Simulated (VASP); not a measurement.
Crystal: CdTe.

```xyz
2
Lattice="0.0000 3.2050 3.2050 3.2050 0.0000 3.2050 3.2050 3.2050 0.0000" Properties=species:S:1:pos:R:3 pbc="T T T"
Te    4.8075    4.8075    4.8075
Cd    0.0000    0.0000    0.0000
```

Program: VASP 6.6.1. Alike in all runs: level PBEsol; potentials or basis VASP PAW PBE potentials, release 64 (Te, Cd); no spin polarisation; cell as given; k mesh 7 × 7 × 7; cutoff (eV) 520; smearing gaussian 0.02 eV. Hardware: 1 thread of AMD EPYC 9R45 96-Core Processor (Zen 5), with other jobs on the host.

**Question.** Order these runs on this cell by their wall time, lowest first.
A. task density of states; k mesh for the DOS 11 × 11 × 11; occupations for the DOS tetrahedron
B. task Born charges and dielectric tensor
C. task atomic charges

**Answer.** C (11 s), A (29 s), B (300 s).

Caveats: spin-orbit coupling is left out, which moves the levels of the heavy elements (some runs).
